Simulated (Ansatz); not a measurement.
Free-standing chains of the atoms of Ir, named by their start (strip: triangular double chain, ladder: square double chain); atoms and period are relaxed, and energies count from relaxed bulk Ir (Fm-3m, 14.50 Å³/atom, gap on the mesh 0.00 eV).

Level of theory: DFT PBE, scalar-relativistic, plane waves, PAW (Ansatz 0.2.0).

Settings: cutoff 420 eV, Γ-centred mesh 1×1×15 on the computed 2-atom cell, Gaussian smearing of 0.05 eV; collinear spin from starting moments 1.5 1.5 μB.

Start (zigzag chain):

```
CELL_PARAMETERS angstrom
10.10000 0.00000 0.00000
0.00000 9.30000 0.00000
0.00000 0.00000 4.43389
ATOMIC_POSITIONS crystal
Ir 0.44513 0.50000 0.00000
Ir 0.55487 0.50000 0.50000
```

**Question.** What does the relaxation give?

**Answer.** The free energy falls by 411 meV/atom.

* excess energy (eV per host atom): 3.187
* period (Å): 4.011
* gap on the mesh (eV): 0
* size of the moment (μB per cell): 0.54

Relaxed structure:
```yaml
crystal:
  lattice:
    - [10.10000, 0.00000, 0.00000]
    - [0.00000, 9.30000, 0.00000]
    - [0.00000, 0.00000, 4.01080]
  atoms:
    - { symbol: Ir, position: [0.44704, 0.50000, 0.00000] }
    - { symbol: Ir, position: [0.55296, 0.50000, 0.50000] }
```

Spin-orbit coupling is left out, which matters for the bands of heavy elements.

Each run keeps its start's symmetry and one magnetic start, so lower states can exist.

Time: 61 s on 2 threads of Arm Neoverse V1, with other jobs on the host, peak memory 0.63 GiB.